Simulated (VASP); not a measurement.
Mg₂Ge (strained antifluorite): one PBE single-point calculation in two programs

```
Ge Mg
1.0
     0.00000    3.11944    3.11944
     3.11944    0.00000    3.11944
     3.11944    3.11944    0.00000
Ge Mg
1 2
Direct
  0.00000 0.00000 0.00000
  0.25000 0.25000 0.25000
  0.75000 0.75000 0.75000
```

Each program uses its own PAW datasets. VASP's cell holds 18 valence electrons and Ansatz's 34. Ansatz's stress includes a Pulay correction; VASP's doesn't.

Cutoffs: 520 eV in VASP, 420 eV in Ansatz. k meshes: 8×8×8 and 8×8×8.

```csv
,VASP,Ansatz
gap between bands v and c,0.08 eV,0.08 eV
least direct gap,1.44 eV,1.44 eV
pressure,5.0 GPa,5.1 GPa
```

Band v is the last that the valence electrons fill when counted band by band, and c is the next. Levels in eV from the top of v, Ansatz:

| point | v−1 | v | c | c+1 |
| --- | --- | --- | --- | --- |
| Γ | 0.00 | 0.00 | 1.44 | 2.98 |
| X | -2.10 | -2.10 | 0.08 | 0.71 |
| K | -3.66 | -1.75 | 0.76 | 3.31 |
| L | -0.76 | -0.76 | 1.31 | 2.84 |
| W | -3.81 | -2.85 | 2.82 | 3.96 |

VASP:

```csv
point,v−1,v,c,c+1
Γ,0.00,0.00,1.44,2.97
X,-2.11,-2.11,0.08,0.70
K,-3.67,-1.76,0.75,3.31
L,-0.76,-0.76,1.31,2.84
W,-3.81,-2.86,2.82,3.95
```
